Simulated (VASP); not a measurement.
# ZrSe2 (P-3m1) in VASP: a series of runs, part 2 of 2

VASP 6.6.1. Earlier steps stand in the parts before.

**7. Equation of state, PBE, 27.33 Å³/atom (volume scaled by 1.06)**

The input, INCAR:

```
SYSTEM = ZrSe2
ALGO     = Normal         ! electronic algorithm
EDIFF    = 1E-7           ! SCF threshold, eV
ENCUT    = 520            ! plane-wave cutoff, eV
GGA      = PE             ! functional
ISIF     = 2              ! what is computed and relaxed
ISMEAR   = -1             ! smearing method
LASPH    = .True.         ! aspherical terms in the spheres
LCHARG   = .False.        ! write CHGCAR
LREAL    = .False.        ! projectors in reciprocal space
LWAVE    = .False.        ! write WAVECAR
NBANDS   = 19             ! bands
NELM     = 60             ! most SCF steps
PREC     = Accurate       ! precision mode
SIGMA    = 0.05           ! smearing width, eV
```

The input, KPOINTS:

```
k-points
0
Gamma
  8 8 5
  0 0 0
```

The input, POSCAR:

```
ZrSe2
1.0
    3.8724894996      0.0000000000      0.0000000000
   -1.9362447498      3.3536742825      0.0000000000
    0.0000000000      0.0000000000      6.3134425964
Zr Se
1 2
Direct
    0.0000000000      0.0000000000      0.0000000000
    0.6666666667      0.3333333333      0.7500000000
    0.3333333333      0.6666666667      0.2500000000
```

Started as:

```sh
$ cat potpaw_PBE.64/Zr_sv/POTCAR potpaw_PBE.64/Se/POTCAR > POTCAR
$ mpirun -np 1 vasp_std > vasp.out
```

It took 35 s on 1 thread of AMD EPYC 9R45 (Zen 5), shared host; peak memory 0.19 GiB.

It converged, with:

```yaml
Free_energy: -19.5589 eV
Pressure: -2.3 GPa
Largest_force: 0.293 eV/Å
Band_gap_on_the_k_mesh: 0.47 eV, indirect (least direct gap 1.06 eV)
```

Caveat: an odd mesh through Γ misses points on the zone boundary, where band edges often lie; this functional lacks dispersion, which binds the layers, so the pressure and a relaxed spacing across them are unreliable.

**8. Equation of state, PBE**

This step only gathers the single runs of the series.

Results:

```
Equilibrium volume                        : 26.46 Å³/atom
Bulk modulus at fixed shape and positions : 75 GPa
Pressure derivative of the bulk modulus   : 4.1
```

Energy against volume, from the lowest point:
| volume (Å³/atom) | energy (meV/atom) |
| --- | --- |
| 24.237 | 50.52 |
| 24.753 | 28.68 |
| 25.268 | 13.39 |
| 25.784 | 4.01 |
| 26.300 | 0.00 |
| 26.815 | 0.84 |
| 27.331 | 6.06 |

Caveat: the cell was scaled at fixed shape and fractional positions, which overstates the stiffness of a crystal with free parameters, most of all of layers and chains; this functional lacks dispersion, which binds the layers, so the pressure and a relaxed spacing across them are unreliable.

**9. Equation of state, PBEsol, 24.24 Å³/atom (volume scaled by 0.94)**

The input, INCAR:

```
SYSTEM = ZrSe2
PREC = Accurate
ENCUT = 520
EDIFF = 1E-7
ISMEAR = -1
SIGMA = 0.05
LREAL = .False.
LASPH = .True.
NELM = 80
ALGO = Normal
ISIF = 2
LWAVE = .False.
LCHARG = .False.
GGA = PS
NBANDS = 19
```

The input, KPOINTS:

```
Automatic mesh
0
Gamma
  8 8 5
  0 0 0
```

The input, POSCAR:

```
ZrSe2
1.0
    3.7204680409      0.0000000000      0.0000000000
   -1.8602340205      3.2220198374      0.0000000000
    0.0000000000      0.0000000000      6.0655971852
Zr Se
1 2
Direct
    0.0000000000      0.0000000000      0.0000000000
    0.6666666667      0.3333333333      0.7500000000
    0.3333333333      0.6666666667      0.2500000000
```

Potentials or basis: VASP PAW PBE potentials, release 64 (Zr_sv, Se).

Started as:

```sh
$ cat potpaw_PBE.64/Zr_sv/POTCAR potpaw_PBE.64/Se/POTCAR > POTCAR
$ mpirun -np 1 vasp_std > vasp.out
```

It took 68 s on 1 thread of AMD EPYC 7R43 (Zen 3), shared host; peak memory 0.18 GiB.

Results (log left out):

| Quantity | Value |
| --- | --- |
| Free energy | -20.7463 eV |
| Pressure | 4.4 GPa |
| Largest force | 0.837 eV/Å |
| Band gap on the k mesh | 0.28 eV, indirect (least direct gap 1.00 eV) |

Caveat: the PAW data sets were made with another functional, which shifts forces and pressure a little; an odd mesh through Γ misses points on the zone boundary, where band edges often lie; this functional lacks dispersion, which binds the layers, so the pressure and a relaxed spacing across them are unreliable.

**10. Equation of state, PBEsol, 24.75 Å³/atom (volume scaled by 0.96)**

INCAR is that of step 9.

KPOINTS is that of step 9.

The input, POSCAR:

```
ZrSe2
1.0
    3.7466693833      0.0000000000      0.0000000000
   -1.8733346917      3.2447108656      0.0000000000
    0.0000000000      0.0000000000      6.1083140657
Zr Se
1 2
Direct
    0.0000000000      0.0000000000      0.0000000000
    0.6666666667      0.3333333333      0.7500000000
    0.3333333333      0.6666666667      0.2500000000
```

Started as:

```sh
$ cat potpaw_PBE.64/Zr_sv/POTCAR potpaw_PBE.64/Se/POTCAR > POTCAR
$ mpirun -np 1 vasp_std > vasp.out
```

Wall time 61 s (1 thread of AMD EPYC 7R43 (Zen 3), shared host); peak memory 0.18 GiB.

Results (log left out):

| Item | Value |
| --- | --- |
| Free energy | -20.7791 eV |
| Pressure | 2.4 GPa |
| Largest force | 0.576 eV/Å |
| Band gap on the k mesh | 0.31 eV, indirect (least direct gap 1.00 eV) |

Caveat: the PAW data sets were made with another functional, which shifts forces and pressure a little; an odd mesh through Γ misses points on the zone boundary, where band edges often lie; this functional lacks dispersion, which binds the layers, so the pressure and a relaxed spacing across them are unreliable.

**11. Equation of state, PBEsol, 25.27 Å³/atom (volume scaled by 0.98)**

INCAR is that of step 10.

KPOINTS is that of step 10.

The input, POSCAR:

```
ZrSe2
1.0
    3.7725092991      0.0000000000      0.0000000000
   -1.8862546495      3.2670888890      0.0000000000
    0.0000000000      0.0000000000      6.1504417008
Zr Se
1 2
Direct
    0.0000000000      0.0000000000      0.0000000000
    0.6666666667      0.3333333333      0.7500000000
    0.3333333333      0.6666666667      0.2500000000
```

Started as:

```sh
$ cat potpaw_PBE.64/Zr_sv/POTCAR potpaw_PBE.64/Se/POTCAR > POTCAR
$ mpirun -np 1 vasp_std > vasp.out
```

Wall time 64 s (1 thread of AMD EPYC 7R43 (Zen 3), shared host); peak memory 0.18 GiB.

It converged, with:

* Free energy: -20.7935 eV
* Pressure: 0.6 GPa
* Largest force: 0.334 eV/Å
* Band gap on the k mesh: 0.33 eV, indirect (least direct gap 1.01 eV)

Caveat: the PAW data sets were made with another functional, which shifts forces and pressure a little; an odd mesh through Γ misses points on the zone boundary, where band edges often lie; this functional lacks dispersion, which binds the layers, so the pressure and a relaxed spacing across them are unreliable.

**12. Equation of state, PBEsol, 26.30 Å³/atom (volume scaled by 1.02)**

INCAR is that of step 11.

KPOINTS is that of step 11.

The input, POSCAR:

```
ZrSe2
1.0
    3.8231530509      0.0000000000      0.0000000000
   -1.9115765255      3.3109476647      0.0000000000
    0.0000000000      0.0000000000      6.2330078176
Zr Se
1 2
Direct
    0.0000000000      0.0000000000      0.0000000000
    0.6666666667      0.3333333333      0.7500000000
    0.3333333333      0.6666666667      0.2500000000
```

Potentials or basis: VASP PAW PBE potentials, release 64 (Zr_sv, Se).

Started as:

```sh
$ cat potpaw_PBE.64/Zr_sv/POTCAR potpaw_PBE.64/Se/POTCAR > POTCAR
$ mpirun -np 1 vasp_std > vasp.out
```

It took 75 s on 1 thread of AMD EPYC 7R43 (Zen 3), shared host; peak memory 0.17 GiB.

It converged, with:

```
Free energy            : -20.7743 eV
Pressure               : -2.5 GPa
Largest force          : 0.099 eV/Å
Band gap on the k mesh : 0.38 eV, indirect (least direct gap 1.02 eV)
```

Caveat: the PAW data sets were made with another functional, which shifts forces and pressure a little; an odd mesh through Γ misses points on the zone boundary, where band edges often lie; this functional lacks dispersion, which binds the layers, so the pressure and a relaxed spacing across them are unreliable.

**13. Equation of state, PBEsol, 26.82 Å³/atom (volume scaled by 1.04)**

INCAR is that of step 12.

KPOINTS is that of step 12.

The input, POSCAR:

```
ZrSe2
1.0
    3.8479794157      0.0000000000      0.0000000000
   -1.9239897079      3.3324479273      0.0000000000
    0.0000000000      0.0000000000      6.2734830285
Zr Se
1 2
Direct
    0.0000000000      0.0000000000      0.0000000000
    0.6666666667      0.3333333333      0.7500000000
    0.3333333333      0.6666666667      0.2500000000
```

Started as:

```sh
$ cat potpaw_PBE.64/Zr_sv/POTCAR potpaw_PBE.64/Se/POTCAR > POTCAR
$ mpirun -np 1 vasp_std > vasp.out
```

It took 92 s on 1 thread of AMD EPYC 7R43 (Zen 3), shared host; peak memory 0.18 GiB.

The run converged. Its results:

| Property | Result |
| --- | --- |
| Free energy | -20.7437 eV |
| Pressure | -3.8 GPa |
| Largest force | 0.294 eV/Å |
| Band gap on the k mesh | 0.40 eV, indirect (least direct gap 1.02 eV) |

Caveat: the PAW data sets were made with another functional, which shifts forces and pressure a little; an odd mesh through Γ misses points on the zone boundary, where band edges often lie; this functional lacks dispersion, which binds the layers, so the pressure and a relaxed spacing across them are unreliable.

**14. Equation of state, PBEsol, 27.33 Å³/atom (volume scaled by 1.06)**

INCAR is that of step 13.

KPOINTS is that of step 13.

The input, POSCAR:

```
ZrSe2
1.0
    3.8724894996      0.0000000000      0.0000000000
   -1.9362447498      3.3536742825      0.0000000000
    0.0000000000      0.0000000000      6.3134425964
Zr Se
1 2
Direct
    0.0000000000      0.0000000000      0.0000000000
    0.6666666667      0.3333333333      0.7500000000
    0.3333333333      0.6666666667      0.2500000000
```

Started as:

```sh
$ cat potpaw_PBE.64/Zr_sv/POTCAR potpaw_PBE.64/Se/POTCAR > POTCAR
$ mpirun -np 1 vasp_std > vasp.out
```

Run time: 91 s. Hardware: 1 thread of AMD EPYC 7R43 (Zen 3), shared host; peak memory 0.18 GiB.

The run converged. Its results:

```yaml
Free_energy: -20.7011 eV
Pressure: -5.0 GPa
Largest_force: 0.474 eV/Å
Band_gap_on_the_k_mesh: 0.42 eV, indirect (least direct gap 1.02 eV)
```

Caveat: the PAW data sets were made with another functional, which shifts forces and pressure a little; an odd mesh through Γ misses points on the zone boundary, where band edges often lie; this functional lacks dispersion, which binds the layers, so the pressure and a relaxed spacing across them are unreliable.

**15. Equation of state, PBEsol**

Potentials or basis: VASP PAW PBE potentials, release 64 (Zr_sv, Se).

This step only gathers the single runs of the series.

Results:

* Equilibrium volume: 25.45 Å³/atom
* Bulk modulus at fixed shape and positions: 81 GPa
* Pressure derivative of the bulk modulus: 4.1

Energy against volume, from the lowest point:
```
volume (Å³/atom)  energy (meV/atom)
          24.237              15.71
          24.753               4.80
          25.268               0.00
          25.784               0.71
          26.300               6.40
          26.815              16.58
          27.331              30.79
```

Caveat: the cell was scaled at fixed shape and fractional positions, which overstates the stiffness of a crystal with free parameters, most of all of layers and chains; the PAW data sets were made with another functional, which shifts forces and pressure a little; this functional lacks dispersion, which binds the layers, so the pressure and a relaxed spacing across them are unreliable.
